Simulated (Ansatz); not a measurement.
# MoS2 (P6_3/mmc) in Ansatz: a series of runs

The runs below take MoS2 through single point, with PBEsol.

Everything below comes from runs of Ansatz 0.2.0. Logs are shortened: lines on timing, memory, paths and dates and some standing lists are left out, and cuts for length are marked.

## (1) Starting point

It takes space group P6_3/mmc (No. 194, hexagonal). The conventional cell has a = 3.169 Å, b = 3.169 Å, c = 12.324 Å, α = 90.00°, β = 90.00°, γ = 120.00°. Mo (site symmetry -6m2) has 6 S at 2.41 Å as nearest neighbours. S (site symmetry 3m) is surrounded by 3 Mo at 2.41 Å.

## (2) Single point, PBEsol, 16.79 Å³/atom (volume scaled by 0.94)

File input.yaml:

```yaml
crystal:
  lattice:
    - [3.1043083785, 0.0, 0.0]
    - [-1.5521541893, 2.688409917, 0.0]
    - [0.0, 0.0, 12.0724192038]
  atoms:
    - { symbol: Mo, position: [0.6666666667, 0.3333333333, 0.75] }
    - { symbol: Mo, position: [0.3333333333, 0.6666666667, 0.25] }
    - { symbol: S, position: [0.6666666667, 0.3333333333, 0.377] }
    - { symbol: S, position: [0.3333333333, 0.6666666667, 0.877] }
    - { symbol: S, position: [0.6666666667, 0.3333333333, 0.123] }
    - { symbol: S, position: [0.3333333333, 0.6666666667, 0.623] }
kpoints:
  mp_grid: { grid: [10, 10, 3] }
scf:
  occupations: { method: fermi_dirac, width: 0.05 }
hamiltonian:
  xc: pbesol
  pseudopotentials: { kind: all_electron, lapw: { basis_error: 0.001 } }
output:
  forces: true
  stress: true
  eigenvalues: true
```

Potentials or basis: all-electron LAPW, scalar-relativistic.

On the command line:

```sh
$ ansatz run input.yaml --threads 4 --pin off --max-ram 12288MiB --backend cpu --events-out ev --progress --plain --runs-dir out
```

What it wrote:

```text
Warning: RAYON_NUM_THREADS=4 ignored (pool sized by the plan → 4); use --threads N
LAPW: plane waves up to 8.475 Å⁻¹, error target 1.0e-3 eV per atom; small_component_spin mean_spin; S in spheres of 1.049 Å, 14 of its electrons in bands, Dirac shells []; Mo in spheres of 1.310 Å, 30 of its electrons in bands, Dirac shells [] (how accurate: hamiltonian.pseudopotentials.lapw.basis_error, Limitations)
Engine: ansatz 0.2.0, aarch64-unknown-linux-gnu
Pseudopotentials: kind: all_electron
Pseudopotential: Mo, LAPW, valence charge 30, lapw/all_electron/scalar/gaussian/Mo, Koelling and Harmon's equation, gaussian nucleus
Pseudopotential: S, LAPW, valence charge 14, lapw/all_electron/scalar/gaussian/S, Koelling and Harmon's equation, gaussian nucleus
Functional definition: PBEsol
  exchange = pbesol_x
  correlation = pbesol_c
Crystal: 6 atoms, lattice volume = 100.752 Å³
Basis set: ecut = 273.65547299240296 eV, 1035 PW (Γ), exchange–correlation at level 2
Bands: 70, of which v1, the nominal top of the filled ones, is band 58 counted from 1 (57 counted from 0)
Symmetry: 24 space group operations
Space group: P63/mmc (ITA 194), of the structure as read, at distance tolerance 4.7e-5 Å
k-points: 28 of 300
Non-local potential: Mo, projectors of the file, none
Non-local potential: S, projectors of the file, none
Initial density: superposition of atomic densities (chi_scale 0.1, normalization cell, long waves kept (reshape's long-wave potential 0.14 eV rms))
Initial wavefunctions: plane waves of lowest kinetic energy (no species holds an atomic orbital)
Functional: x = pbesol(κ = 0.804, μ = 0.12345679012345678), c = pbesol(β = 0.046)
iter 1 solved again at ethr=4.33e-3 eV; its pass at ethr=1.00e-1 eV (dr2=5.02e0 eV) is discarded
SCF iter   1: F=—  HF=-263628.965812 eV  |F-HF|=—  |Δ(HF+E_count)|=         —  Δρ=6.38e-2  dr2=5.02e0  ethr=4.33e-3  ⟨swp⟩=2.0  Hψ=13023  notcnv=0
preconditioner: auto → Resta (q_TF=auto, 2.793 Å⁻¹)  ε∞=5.3  [insulator: Δε(μ)=0.786 eV  Ē_g=10.666 eV  σ=0.050 eV  W_gap=1.00  n_scr=40 (ndim 8)  ℏωp=22.2 eV  f_vac=0.067  D(μ)=0.00/eV (n_scr^D=0)  ε∞_Penn≈5.3]
SCF iter   2: F=—  HF=-263627.420099 eV  |F-HF|=—  |Δ(HF+E_count)|=    1.55e0  Δρ=3.43e-2  dr2=4.72e0  ethr=4.33e-3  ⟨swp⟩=3.0  Hψ=5899  notcnv=0
SCF iter   3: F=—  HF=-263626.576578 eV  |F-HF|=—  |Δ(HF+E_count)|=   8.44e-1  Δρ=1.85e-2  dr2=5.06e-1  ethr=4.07e-3  ⟨swp⟩=2.1  Hψ=5265  notcnv=0
iter 4 solved again at ethr=2.49e-5 eV; its pass at ethr=4.36e-4 eV (dr2=2.89e-2 eV) is discarded
SCF iter   4: F=—  HF=-263626.427074 eV  |F-HF|=—  |Δ(HF+E_count)|=         —  Δρ=3.13e-3  dr2=2.88e-2  ethr=2.49e-5  ⟨swp⟩=2.0  Hψ=10005  notcnv=0
the basis was enlarged: its passes take 9.7 MiB over the memory plan, 4 of 4 planned eigensolver slots
SCF iter   5: F=—  HF=-263626.424822 eV  |F-HF|=—  |Δ(HF+E_count)|=   2.25e-3  Δρ=2.35e-3  dr2=1.25e-2  ethr=2.48e-5  ⟨swp⟩=2.0  Hψ=5681  notcnv=0
SCF iter   6: F=—  HF=-263626.422399 eV  |F-HF|=—  |Δ(HF+E_count)|=   2.42e-3  Δρ=6.71e-4  dr2=7.86e-4  ethr=1.08e-5  ⟨swp⟩=2.0  Hψ=5489  notcnv=0
SCF iter   7: F=—  HF=-263626.422389 eV  |F-HF|=—  |Δ(HF+E_count)|=   1.01e-5  Δρ=1.28e-4  dr2=5.07e-5  ethr=6.78e-7  ⟨swp⟩=2.2  Hψ=5497  notcnv=0
SCF iter   8: F=—  HF=-263626.422409 eV  |F-HF|=—  |Δ(HF+E_count)|=   2.01e-5  Δρ=6.53e-5  dr2=1.14e-5  ethr=4.37e-8  ⟨swp⟩=3.0  Hψ=5610  notcnv=0
SCF iter   9: F=—  HF=-263626.422411 eV  |F-HF|=—  |Δ(HF+E_count)|=   1.84e-6  Δρ=1.25e-5  dr2=2.25e-7  ethr=9.80e-9  ⟨swp⟩=3.0  Hψ=5636  notcnv=0
SCF iter  10: F=-263626.422411 eV  HF=-263626.422411 eV  |F-HF|=1.12e-8  |Δ(HF+E_count)|=   7.72e-8  Δρ=2.87e-6  dr2=9.14e-9  ethr=1.94e-10  ⟨swp⟩=3.0  Hψ=5739  notcnv=0
SCF 1 converged in 10 iterations: F = -263626.422411 eV  dr2 = 9.14e-9
SCF converged after 10 iterations
Free energy (F): -263626.422411 eV
Harris-Foulkes:  -263626.422411 eV  (|F-HF|=1.12e-8)
Internal energy: -263626.422406 eV  (E = F + TS)
E sigma→0 (E₀):  -263626.422408 eV
Entropy (-TS):   -0.000005 eV (-0.001 meV/atom)
Fermi energy:    13.679977 eV
--- Per-component energies (eV) ---
  E_band       = -13480.059096
  E_kinetic    = 271796.556610
  E_xc         = -9350.119422
  E_electrostatic = -526072.859594  (all electrons and nuclei)
  E_smearing   = -0.000005  (= −TS)
  E_closure    = 0.000000  (closes the sum)
  E_atoms      = -263579.759470  (free atoms, spherical and without spin; not in F)
  Σ components = -263626.422411   (vs F -263626.422411, Δ=0.00e0)
  Basis errors (estimates in eV, not in F): energy 4.9e-4 per atom: plane waves 4.5e-4 (2.5e-4 summed), levels above the bands 3.0e-64, relativity 9.3e-9, radial functions 4.5e-5, core shells 5.5e-7; eigenvalues (radial functions only) 1.0e-6; not estimated: angular momenta, meshes, grids; target (lapw.basis_error) 1.0e-3; muffin-tin radii S 1.049 Å, Mo 1.310 Å
--- Forces (eV/Å), atoms counted from 1 ---
  atom   1  Mo    -0.00000000     0.00000000     0.00000000
  atom   2  Mo     0.00000000     0.00000000     0.00000000
  atom   3  S     -0.00000000    -0.00000000     0.75393005
  atom   4  S      0.00000000     0.00000000     0.75393005
  atom   5  S     -0.00000000    -0.00000000    -0.75393005
  atom   6  S      0.00000000     0.00000000    -0.75393005
  max |Σ_I F_I| component: 1.13e-17 eV/Å
--- Stress (GPa, compression-positive) ---
        6.590168      -0.000000       0.000000
       -0.000000       6.590168       0.000000
        0.000000       0.000000       8.712064
  P = ⅓ Tr σ = 7.2975 GPa (72.975 kbar)
--- Band table (eV; the first three rows and the last of 28) ---
  k-point 0: bands = ["-362.6681", "-362.6681", "-362.6477", "-362.6477", "-362.6477", "-362.6477", "-204.8296", "-204.8296", "-204.8296", "-204.8296", "-204.8181", "-204.8181", "-204.8076", "-204.8076", "-204.8076", "-204.8076", "-192.3070", "-192.3070", "-192.3070", "-192.3070", "-137.3787", "-137.3787", "-137.3787", "-137.3787", "-137.3786", "-137.3786", "-137.3786", "-137.3786", "-137.3269", "-137.3269", "-137.3269", "-137.3269", "-48.1305", "-48.1305", "-22.3763", "-22.3761", "-22.0683", "-22.0683", "-22.0683", "-22.0683", "-2.1199", "-1.8131", "-0.7561", "-0.2288", "5.9133", "7.0524", "9.5014", "9.7299", "9.7299", "9.7425", "9.7425", "10.9415", "10.9415", "10.9915", "10.9915", "11.9059", "12.0869", "13.3196", "15.4915", "15.4915", "15.5164", "15.5164", "15.7453", "15.7453", "15.9505", "15.9505", "18.9510", "18.9753", "21.4249", "21.9644"]
  k-point 1: bands = ["-362.6681", "-362.6681", "-362.6477", "-362.6477", "-362.6477", "-362.6477", "-204.8296", "-204.8296", "-204.8296", "-204.8296", "-204.8181", "-204.8181", "-204.8076", "-204.8076", "-204.8076", "-204.8076", "-192.3070", "-192.3070", "-192.3070", "-192.3070", "-137.3787", "-137.3787", "-137.3787", "-137.3787", "-137.3786", "-137.3786", "-137.3786", "-137.3786", "-137.3269", "-137.3269", "-137.3269", "-137.3269", "-48.1305", "-48.1305", "-22.3762", "-22.3762", "-22.0683", "-22.0683", "-22.0683", "-22.0683", "-2.0589", "-1.9104", "-0.6069", "-0.3483", "6.1425", "6.6885", "9.7330", "9.7330", "9.7393", "9.7393", "10.0117", "10.9540", "10.9540", "10.9790", "10.9790", "11.0054", "12.7537", "13.1848", "15.4927", "15.4927", "15.5033", "15.5033", "15.8030", "15.8030", "15.9037", "15.9037", "18.9566", "18.9688", "21.5383", "21.8084"]
  k-point 2: bands = ["-362.6681", "-362.6681", "-362.6477", "-362.6477", "-362.6477", "-362.6477", "-204.8296", "-204.8296", "-204.8296", "-204.8296", "-204.8181", "-204.8181", "-204.8076", "-204.8076", "-204.8076", "-204.8076", "-192.3070", "-192.3070", "-192.3070", "-192.3070", "-137.3787", "-137.3787", "-137.3787", "-137.3787", "-137.3787", "-137.3787", "-137.3786", "-137.3786", "-137.3269", "-137.3269", "-137.3269", "-137.3269", "-48.1254", "-48.1254", "-22.3663", "-22.3662", "-22.1175", "-22.1175", "-22.0793", "-22.0793", "-1.9523", "-1.6473", "-0.6806", "-0.1765", "6.0960", "7.2271", "9.1807", "9.3852", "9.4107", "9.9005", "9.9216", "10.3753", "10.6844", "10.7416", "11.1148", "11.9302", "12.2755", "12.9976", "15.3180", "15.3880", "15.4137", "15.5363", "15.5969", "15.7466", "15.7773", "15.8309", "19.6808", "19.7037", "21.8899", "22.0072"]
  k-point 27: bands = ["-362.6681", "-362.6681", "-362.6477", "-362.6477", "-362.6477", "-362.6477", "-204.8296", "-204.8296", "-204.8296", "-204.8296", "-204.8181", "-204.8181", "-204.8076", "-204.8076", "-204.8076", "-204.8076", "-192.3070", "-192.3070", "-192.3070", "-192.3070", "-137.3787", "-137.3787", "-137.3787", "-137.3787", "-137.3787", "-137.3787", "-137.3787", "-137.3787", "-137.3269", "-137.3269", "-137.3269", "-137.3269", "-48.0708", "-48.0708", "-22.4651", "-22.4651", "-22.3533", "-22.3533", "-22.2603", "-22.2603", "0.4279", "0.4363", "0.4900", "0.4968", "6.6818", "6.7662", "7.2565", "7.3487", "8.3739", "8.4147", "8.6831", "8.7473", "9.4303", "9.6174", "10.3301", "10.5536", "12.2917", "12.3890", "14.4984", "14.5428", "15.3165", "15.8493", "16.2153", "16.2996", "17.6620", "17.8809", "19.6294", "20.1189", "20.6793", "21.0071"]
```

Run time: 12 s. Hardware: 4 threads of Arm Neoverse V2, shared host; peak memory 0.7 GiB.

Results:

- Free energy: -263626.4224 eV
- Pressure: 7.3 GPa
- Largest force: 0.754 eV/Å
- Band gap on the k mesh: 0.81 eV, indirect (least direct gap 2.03 eV)

Caveat: an odd mesh through Γ misses points on the zone boundary, where band edges often lie; this functional lacks dispersion, which binds the layers, so the pressure and a relaxed spacing across them are unreliable.

## (3) Single point, PBEsol, 17.15 Å³/atom (volume scaled by 0.96)

input.yaml, as its differences from that of step 2:

```diff
@@ -2,5 +2,5 @@
   lattice:
-    - [3.1043083785, 0.0, 0.0]
-    - [-1.5521541893, 2.688409917, 0.0]
-    - [0.0, 0.0, 12.0724192038]
+    - [3.1261704254, 0.0, 0.0]
+    - [-1.5630852127, 2.707343005, 0.0]
+    - [0.0, 0.0, 12.1574390416]
   atoms:
```

Potentials or basis: all-electron LAPW, scalar-relativistic.

On the command line:

```sh
$ ansatz run input.yaml --threads 4 --pin off --max-ram 12288MiB --backend cpu --events-out ev --progress --plain --runs-dir out
```

Run time: 14 s. Hardware: 4 threads of Arm Neoverse V2, shared host; peak memory 0.69 GiB.

It converged, with:

```
Free energy            : -263626.4941 eV
Pressure               : 3.5 GPa
Largest force          : 0.370 eV/Å
Band gap on the k mesh : 0.84 eV, indirect (least direct gap 1.97 eV)
```

Caveat: an odd mesh through Γ misses points on the zone boundary, where band edges often lie; this functional lacks dispersion, which binds the layers, so the pressure and a relaxed spacing across them are unreliable.

## (4) Single point, PBEsol, 17.51 Å³/atom (volume scaled by 0.98)

input.yaml, as its differences from that of step 3:

```diff
@@ -2,5 +2,5 @@
   lattice:
-    - [3.1261704254, 0.0, 0.0]
-    - [-1.5630852127, 2.707343005, 0.0]
-    - [0.0, 0.0, 12.1574390416]
+    - [3.1477309028, 0.0, 0.0]
+    - [-1.5738654514, 2.7260149261, 0.0]
+    - [0.0, 0.0, 12.2412860984]
   atoms:
```

On the command line:

```sh
$ ansatz run input.yaml --threads 4 --pin off --max-ram 12288MiB --backend cpu --events-out ev --progress --plain --runs-dir out
```

It took 12 s on 4 threads of Arm Neoverse V2, shared host; peak memory 0.68 GiB.

Results (log left out):

```yaml
Free_energy: -263626.5178 eV
Pressure: 0.1 GPa
Largest_force: 0.015 eV/Å
Band_gap_on_the_k_mesh: 0.86 eV, indirect (least direct gap 1.92 eV)
```

Caveat: an odd mesh through Γ misses points on the zone boundary, where band edges often lie; this functional lacks dispersion, which binds the layers, so the pressure and a relaxed spacing across them are unreliable.

## (5) Single point, PBEsol, 17.86 Å³/atom

input.yaml, as its differences from that of step 4:

```diff
@@ -2,5 +2,5 @@
   lattice:
-    - [3.1477309028, 0.0, 0.0]
-    - [-1.5738654514, 2.7260149261, 0.0]
-    - [0.0, 0.0, 12.2412860984]
+    - [3.169, 0.0, 0.0]
+    - [-1.5845, 2.7444345046, 0.0]
+    - [0.0, 0.0, 12.324]
   atoms:
```

On the command line:

```sh
$ ansatz run input.yaml --threads 4 --pin off --max-ram 12288MiB --backend cpu --events-out ev --progress --plain --runs-dir out
```

It took 14 s on 4 threads of Arm Neoverse V2, shared host; peak memory 0.68 GiB.

It converged, with:

```
Free energy            : -263626.4983 eV
Pressure               : -2.9 GPa
Largest force          : 0.313 eV/Å
Band gap on the k mesh : 0.89 eV, indirect (least direct gap 1.87 eV)
```

Caveat: an odd mesh through Γ misses points on the zone boundary, where band edges often lie; this functional lacks dispersion, which binds the layers, so the pressure and a relaxed spacing across them are unreliable.

## (6) Single point, PBEsol, 18.22 Å³/atom (volume scaled by 1.02)

input.yaml, as its differences from that of step 5:

```diff
@@ -2,5 +2,5 @@
   lattice:
-    - [3.169, 0.0, 0.0]
-    - [-1.5845, 2.7444345046, 0.0]
-    - [0.0, 0.0, 12.324]
+    - [3.1899873666, 0.0, 0.0]
+    - [-1.5949936833, 2.7626100972, 0.0]
+    - [0.0, 0.0, 12.4056182726]
   atoms:
```

Potentials or basis: all-electron LAPW, scalar-relativistic.

On the command line:

```sh
$ ansatz run input.yaml --threads 4 --pin off --max-ram 12288MiB --backend cpu --events-out ev --progress --plain --runs-dir out
```

It took 13 s on 4 threads of Arm Neoverse V2, shared host; peak memory 0.68 GiB.

It converged, with:

```
Free energy            : -263626.4402 eV
Pressure               : -5.7 GPa
Largest force          : 0.616 eV/Å
Band gap on the k mesh : 0.90 eV, indirect (least direct gap 1.82 eV)
```

Caveat: an odd mesh through Γ misses points on the zone boundary, where band edges often lie; this functional lacks dispersion, which binds the layers, so the pressure and a relaxed spacing across them are unreliable.

## (7) Single point, PBEsol, 18.58 Å³/atom (volume scaled by 1.04)

input.yaml, as its differences from that of step 6:

```diff
@@ -2,5 +2,5 @@
   lattice:
-    - [3.1899873666, 0.0, 0.0]
-    - [-1.5949936833, 2.7626100972, 0.0]
-    - [0.0, 0.0, 12.4056182726]
+    - [3.2107021507, 0.0, 0.0]
+    - [-1.6053510754, 2.7805496265, 0.0]
+    - [0.0, 0.0, 12.4861764927]
   atoms:
```

On the command line:

```sh
$ ansatz run input.yaml --threads 4 --pin off --max-ram 12288MiB --backend cpu --events-out ev --progress --plain --runs-dir out
```

Run time: 14 s. Hardware: 4 threads of Arm Neoverse V2, shared host; peak memory 0.68 GiB.

The run converged. Its results:

| Item | Value |
| --- | --- |
| Free energy | -263626.3476 eV |
| Pressure | -8.1 GPa |
| Largest force | 0.896 eV/Å |
| Band gap on the k mesh | 0.92 eV, indirect (least direct gap 1.77 eV) |

Caveat: an odd mesh through Γ misses points on the zone boundary, where band edges often lie; this functional lacks dispersion, which binds the layers, so the pressure and a relaxed spacing across them are unreliable.

## (8) Single point, PBEsol, 18.94 Å³/atom (volume scaled by 1.06)

input.yaml, as its differences from that of step 7:

```diff
@@ -2,5 +2,5 @@
   lattice:
-    - [3.2107021507, 0.0, 0.0]
-    - [-1.6053510754, 2.7805496265, 0.0]
-    - [0.0, 0.0, 12.4861764927]
+    - [3.2311530343, 0.0, 0.0]
+    - [-1.6155765171, 2.7982606112, 0.0]
+    - [0.0, 0.0, 12.5657084235]
   atoms:
```

On the command line:

```sh
$ ansatz run input.yaml --threads 4 --pin off --max-ram 12288MiB --backend cpu --events-out ev --progress --plain --runs-dir out
```

Run time: 14 s. Hardware: 4 threads of Arm Neoverse V2, shared host; peak memory 0.68 GiB.

It converged, with:

```
Free energy            : -263626.2240 eV
Pressure               : -10.3 GPa
Largest force          : 1.155 eV/Å
Band gap on the k mesh : 0.93 eV, indirect (least direct gap 1.73 eV)
```

Caveat: an odd mesh through Γ misses points on the zone boundary, where band edges often lie; this functional lacks dispersion, which binds the layers, so the pressure and a relaxed spacing across them are unreliable; forces of over 1 eV/Å show positions far from the minimum, so gaps and moduli don't describe the material at rest.
